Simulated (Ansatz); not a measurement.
Ansatz (a program for electronic structure) input:

Ansatz 0.2 input:
```yaml
crystal:
  lattice:
    - [2.093634575, 1.2087604855, 3.6911249981]
    - [-2.093634575, 1.2087604855, 3.6911249981]
    - [0.0, -2.417520971, 3.6911249981]
  atoms:
    - { symbol: Ge, position: [0.2316259095, 0.2316259095, 0.2316259095] }
    - { symbol: Te, position: [0.7683740905, 0.7683740905, 0.7683740905] }
kpoints:
  mp_grid: { grid: [7, 7, 7] }
  band_path:
    path:
      - [[0.0, 0.0, 0.0], [0.5, 0.5, 0.5], [0.7618389796, 0.2381610204, 0.5]]  # Γ-T-H_2
      - [[0.5, -0.2381610204, 0.2381610204], [0.5, 0.0, 0.0], [0.0, 0.0, 0.0], [0.3690805102, -0.3690805102, 0.0]]  # H_0-L-Γ-S_0
      - [[0.6309194898, 0.0, 0.3690805102], [0.5, 0.0, 0.5], [0.0, 0.0, 0.0]]  # S_2-F-Γ
      - [VBM, CBM]
    npoints: 10
hamiltonian:
  xc: r2scan
  pseudopotentials: { kind: paw }
magnetization: { noncollinear: true, spin_orbit: true }
scf:
  n_extra_bands: 12
  convergence: { dr2_threshold: 0.0000000001 }
  occupations: { method: gaussian, width: 0.01 }
checkpoint: { write: soc.run }
output: { eigenvalues: true }
```

Output (shortened):

```
Pseudopotential: Ge, paw_fr, valence charge 14
Pseudopotential: Te, paw_fr, valence charge 16
Functional definition: r2SCAN
non-collinear run that drives no moment, with spin-orbit …
Crystal: 2 atoms, lattice volume = 56.047 Å³
Basis set: ecut = 500 eV, 1411 PW (Γ), exchange–correlation on 144×144×144 points (64 copies of the dense FFT grid, shifted against one another)
Bands: 42, of which v1, the nominal top of the filled ones, is band 30 counted from 1 (29 counted from 0)
Symmetry: 6 space group operations + 6 with time reversal
k-points: 44 of 343 (time reversal used)
Projection manifold: j_resolved (fully-relativistic pseudo-atomic orbitals)
iter 1 solved again at ethr=3.93e-4 eV; its pass at ethr=3.10e-3 eV (dr2=1.18e-1 eV) is discarded
SCF iter   1: F=—  HF=-11283.620116 eV  |F-HF|=—  |Δ(HF+E_count)|=         —  Δρ=1.68e-2  dr2=1.18e-1  dr2_τ=2.66e-4  dr2_m=0.00e0 (ungated)  ethr=3.93e-4  |M|=0.00e0 ∫|m|=0.00e0 μB  |m|>n=0.0e0 m-floor=0.0e0 τ_xc=0.0e0  β_m=0.30  ⟨swp⟩=2.0  Hψ=12200  notcnv=0…
preconditioner: auto → none
SCF iter   2: F=—  HF=-11283.647201 eV  |F-HF|=—  |Δ(HF+E_count)|=   2.71e-2  Δρ=1.15e-2  dr2=5.29e-2  dr2_τ=1.11e-4  dr2_m=0.00e0 (ungated)  ethr=3.93e-4  |M|=0.00e0 ∫|m|=0.00e0 μB  |m|>n=0.0e0 m-floor=0.0e0 τ_xc=0.0e0  β_m=0.54  ⟨swp⟩=2.0  Hψ=2379  notcnv=0
SCF iter   3: F=—  HF=-11283.663197 eV  |F-HF|=—  |Δ(HF+E_count)|=   1.60e-2  Δρ=3.05e-3  dr2=5.16e-3  dr2_τ=2.06e-5  dr2_m=0.00e0 (ungated)  ethr=1.76e-4  |M|=0.00e0 ∫|m|=0.00e0 μB  |m|>n=0.0e0 m-floor=0.0e0 τ_xc=0.0e0  β_m=0.52  ⟨swp⟩=3.0  Hψ=3099  notcnv=0
SCF iter   4: F=—  HF=-11283.663289 eV  |F-HF|=—  |Δ(HF+E_count)|=   9.19e-5  Δρ=5.20e-4  dr2=6.65e-5  dr2_τ=5.75e-7  dr2_m=0.00e0 (ungated)  ethr=1.72e-5  |M|=0.00e0 ∫|m|=0.00e0 μB  |m|>n=0.0e0 m-floor=0.0e0 τ_xc=0.0e0  β_m=0.59  ⟨swp⟩=4.1  Hψ=4208  notcnv=0
SCF iter   5: F=—  HF=-11283.663312 eV  |F-HF|=—  |Δ(HF+E_count)|=   2.25e-5  Δρ=1.24e-4  dr2=5.39e-6  dr2_τ=3.38e-8  dr2_m=0.00e0 (ungated)  ethr=2.22e-7  |M|=0.00e0 ∫|m|=0.00e0 μB  |m|>n=0.0e0 m-floor=0.0e0 τ_xc=0.0e0  β_m=0.61  ⟨swp⟩=3.0  Hψ=3168  notcnv=0
SCF iter   6: F=—  HF=-11283.663314 eV  |F-HF|=—  |Δ(HF+E_count)|=   2.77e-6  Δρ=3.05e-5  dr2=2.59e-7  dr2_τ=2.46e-9  dr2_m=0.00e0 (ungated)  ethr=1.80e-8  |M|=0.00e0 ∫|m|=0.00e0 μB  |m|>n=0.0e0 m-floor=0.0e0 τ_xc=0.0e0  β_m=0.65  ⟨swp⟩=3.0  Hψ=2889  notcnv=0
SCF iter   7: F=—  HF=-11283.663332 eV  |F-HF|=—  |Δ(HF+E_count)|=   1.74e-5  Δρ=5.84e-6  dr2=1.34e-8  dr2_τ=1.34e-10  dr2_m=0.00e0 (ungated)  ethr=8.63e-10  |M|=0.00e0 ∫|m|=0.00e0 μB  |m|>n=0.0e0 m-floor=0.0e0 τ_xc=0.0e0  β_m=0.69  ⟨swp⟩=2.0  Hψ=2682  notcnv=0
SCF iter   8: F=—  HF=-11283.663332 eV  |F-HF|=—  |Δ(HF+E_count)|=   6.73e-9  Δρ=1.44e-6  dr2=9.01e-10  dr2_τ=1.44e-11  dr2_m=0.00e0 (ungated)  ethr=4.46e-11  |M|=0.00e0 ∫|m|=0.00e0 μB  |m|>n=0.0e0 m-floor=0.0e0 τ_xc=0.0e0  β_m=0.67  ⟨swp⟩=2.0  Hψ=3168  notcnv=0
SCF iter   9: F=-11283.663332 eV  HF=-11283.663332 eV  |F-HF|=1.82e-11  |Δ(HF+E_count)|=  2.33e-10  Δρ=3.61e-7  dr2=4.63e-11  dr2_τ=4.83e-13  dr2_m=0.00e0 (ungated)  ethr=1.00e-12  |M|=0.00e0 ∫|m|=0.00e0 μB  |m|>n=0.0e0 m-floor=0.0e0 τ_xc=0.0e0  ⟨swp⟩=3.5  Hψ=4456  notcnv=0
SCF 1 converged in 9 iterations: F = -11283.663332 eV  dr2 = 4.63e-11
NSCF: frozen V_eff on 32 k-points
NSCF: frozen V_eff on 32 k-points
NSCF: frozen V_eff on 32 k-points
NSCF: frozen V_eff on 32 k-points
NSCF: frozen V_eff on 17 k-points
NSCF: frozen V_eff on 17 k-points
NSCF: frozen V_eff on 15 k-points
NSCF: frozen V_eff on 16 k-points
NSCF: frozen V_eff on 18 k-points
NSCF: frozen V_eff on 21 k-points
NSCF: frozen V_eff on 23 k-points
NSCF: frozen V_eff on 8 k-points
NSCF: frozen V_eff on 24 k-points
NSCF: frozen V_eff on 12 k-points
NSCF: frozen V_eff on 20 k-points
NSCF: frozen V_eff on 12 k-points
NSCF: frozen V_eff on 22 k-points
NSCF: frozen V_eff on 26 k-points
NSCF: frozen V_eff on 22 k-points
NSCF: frozen V_eff on 18 k-points
NSCF: frozen V_eff on 8 k-points
NSCF: frozen V_eff on 6 k-points
NSCF: frozen V_eff on 84 k-points
SCF converged after 9 iterations
Magnetization: |M| = 0.0000 μB,  M = (+0.0000, +0.0000, +0.0000) μB
Absolute magnetization: 0.0000 μB (∫|m|)
  site 0: m = (+0.0000, +0.0000, +0.0000) μB, |m| = 0.0000 μB  (R = 1.16 Å)
  site 1: m = (+0.0000, +0.0000, +0.0000) μB, |m| = 0.0000 μB  (R = 1.16 Å)
Free energy (F): -11283.663332 eV
Harris-Foulkes:  -11283.663332 eV  (|F-HF|=1.82e-11)
Internal energy: -11283.663332 eV  (E = F + TS)
E sigma→0 (E₀):  -11283.663332 eV
Fermi energy:    9.060906 eV
--- Per-component energies (eV) ---
  E_band       = -428.664259
  E_kinetic    = 289.158450
  E_local      = -3611.134259  (includes V_loc(G=0)·N_el)
  E_nonlocal   = 105.559244
  E_hartree    = 1831.889997
  E_xc         = -183.732202
  E_vxc        = -178.834052  (∫ρ·V_xc dr)
  E_paw        = -6701.878232  (= ΣΔE_a)
  E_vpaw       = -707.901979  (= ΣTr[D̂ρ^β])
  E_aug_tail   = -0.000022  (compensation charges beyond the density's cutoff)
  E_vtau       = 10.708389  (kinetic-family band-sum trace: ∫τ·v_τ [+ j·A + Jᵃ·Aᵃ] dr)
  E_ewald      = -3012.753334
  E_core_change = -0.772973  (= ΣΔE_core)
  E_smearing   =  0.000000  (= −TS)
  E_closure    = 0.000000  (closes the sum)
  Σ components = -11283.663332   (vs F -11283.663332, Δ=0.00e0)
  [band-id]    e_kinetic+e_local+e_nonlocal+2·e_hartree+e_vxc+e_vpaw+e_augmentation_tail+e_vtau = -428.664234   (vs E_band -428.664259, Δ=2.44e-5)
--- Band table (eV; the first three rows and the last of 44) ---
  k-point 0: bands = ["-30.0117", "-30.0117", "-29.9936", "-29.9936", "-28.5507", "-28.5507", "-28.5356", "-28.5356", "-28.5263", "-28.5263", "-17.1091", "-17.1091", "-17.0980", "-17.0980", "-16.5262", "-16.5262", "-16.5174", "-16.5174", "-16.5101", …
  k-point 1: bands = ["-30.0115", "-30.0115", "-29.9935", "-29.9935", "-28.5504", "-28.5504", "-28.5356", "-28.5356", "-28.5262", "-28.5261", "-17.1091", "-17.1090", "-17.0983", "-17.0979", "-16.5262", "-16.5259", "-16.5177", "-16.5177", "-16.5100", …
  k-point 2: bands = ["-30.0111", "-30.0111", "-29.9933", "-29.9933", "-28.5498", "-28.5498", "-28.5355", "-28.5355", "-28.5258", "-28.5257", "-17.1090", "-17.1089", "-17.0986", "-17.0980", "-16.5261", "-16.5257", "-16.5184", "-16.5182", "-16.5096", …
  k-point 43: bands = ["-30.0114", "-30.0114", "-29.9930", "-29.9929", "-28.5505", "-28.5505", "-28.5349", "-28.5349", "-28.5255", "-28.5254", "-17.1095", "-17.1095", "-17.0980", "-17.0976", "-16.5272", "-16.5269", "-16.5176", "-16.5175", "-16.5093", …
```

Cost: around 3 core-minutes (rough) on shared cores.

Space group R3m. Symmetry was held in the r²SCAN relaxation; of distortions, only those at the zone centre were tested.

Potentials: the later of the program's two PAW sets.

Ansatz is a plane-wave DFT program.
